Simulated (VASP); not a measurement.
## Zr3Si: single point with PBEsol

Crystal: Zr3Si.

```xyz
4
Lattice="4.1997 0.0000 0.0000 0.0000 4.1997 0.0000 0.0000 0.0000 4.1997" Properties=species:S:1:pos:R:3 pbc="T T T"
Zr    0.0000    2.0999    2.0999
Zr    2.0999    2.0999    0.0000
Zr    2.0999    0.0000    2.0999
Si    0.0000    0.0000    0.0000
```

The cell comes from a database or a generator and needn't be the stable form of this composition.

| Property | Result |
| --- | --- |
| Program | VASP 6.6.1 |
| Task | single point |
| Functional | PBEsol |
| Potentials or basis | VASP PAW PBE potentials, release 64 (Zr_sv, Si) |
| Cutoff | 520 eV |
| k mesh | 8 × 8 × 8 |
| Occupations | gaussian, width 0.05 eV |
| Spin | no spin polarisation |

The pressure is 5.4 GPa. The band gap on the k mesh is none (metal or under the smearing width).

Levels at points of the mesh, in eV from the Fermi level:
```
           k point  band 16  band 17  band 18  band 19  band 20  band 21  band 22  band 23  band 24  band 25
(0.00, 0.00, 0.00)    -2.76    -2.25    -2.25    -2.25    -0.44    -0.44    -0.44     2.31     2.31     2.31
(0.50, 0.00, 0.00)    -2.63    -2.63    -1.50    -0.82     0.67     0.67     0.70     0.86     1.97     2.37
(0.50, 0.50, 0.00)    -3.33    -0.91    -0.83    -0.83    -0.46     0.71     0.71     1.39     2.13     2.13
(0.50, 0.50, 0.50)    -2.75    -1.91    -1.91    -1.91     0.63     0.63     0.63     2.03     2.03     2.03
```

It took 67 s on 1 thread of Intel(R) Xeon(R) Platinum 8488C (Sapphire Rapids), with other jobs on the host, peak memory 0.2 GiB.

Caveat: the PAW data sets were made with another functional, which shifts forces and pressure a little.
